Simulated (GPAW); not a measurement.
# Ni: single point with PBE

The system is Ni.

```
Ni
1.0
     2.44802    0.00000    0.00000
    -1.22401    2.12005    0.00000
     0.00000    0.00000    4.07281
Ni
2
Direct
  0.66667 0.33333 0.75000
  0.33333 0.66667 0.25000
```

This isn't the form of Ni at room conditions, which is fcc.

| Item | Value |
| --- | --- |
| Program | GPAW 26.7.0 |
| Task | single point |
| Functional | PBE |
| Potentials or basis | GPAW PAW data sets (gpaw-data 1.2.1) |
| Cutoff | 600 eV |
| Basis | pw |
| k mesh | 12 × 12 × 7 |
| Occupations | fermi-dirac, width 0.05 eV |
| Spin | collinear spin, ferromagnetic start |
| Starting moments | [1.0, 1.0] μB |

```yaml
Pressure: 9.7 GPa
Band_gap_on_the_k_mesh: none (metal or under the smearing width)
Net_moment: 1.31 μB per cell
Site_moments: Ni +0.69 μB
```

Stress tensor (GPa, compression positive):
```
11.04  0.00  0.00
 0.00 11.04  0.00
 0.00  0.00  7.09
```

Levels at points of the mesh, in eV from the Fermi level:
Spin up:
| k point | band 14 | band 15 | band 16 | band 17 | band 18 | band 19 | band 20 | band 21 |
| --- | --- | --- | --- | --- | --- | --- | --- | --- |
| (0.00, 0.00, 0.00) | -1.72 | -1.72 | -0.79 | -0.75 | -0.75 | 5.58 | 22.92 | 24.88 |
| (0.50, 0.50, 0.00) | -0.63 | -0.58 | -0.50 | 1.15 | 3.12 | 9.30 | 9.83 | 12.49 |
Spin down:
```csv
k point,band 11,band 12,band 13,band 14,band 15,band 16,band 17,band 18,band 19,band 20
"(0.00, 0.00, 0.00)",-1.79,-1.50,-1.50,-1.02,-1.02,-0.85,-0.01,-0.01,6.05,22.76
"(0.50, 0.50, 0.00)",-1.93,-1.86,-1.52,0.17,0.21,0.34,1.69,3.54,9.44,9.96
```

It took 98 s on 1 thread of Arm Neoverse V1, with other jobs on the host, peak memory 0.22 GiB.

Caveat: the stock nickel data set gives pressures a few GPa off other programs.
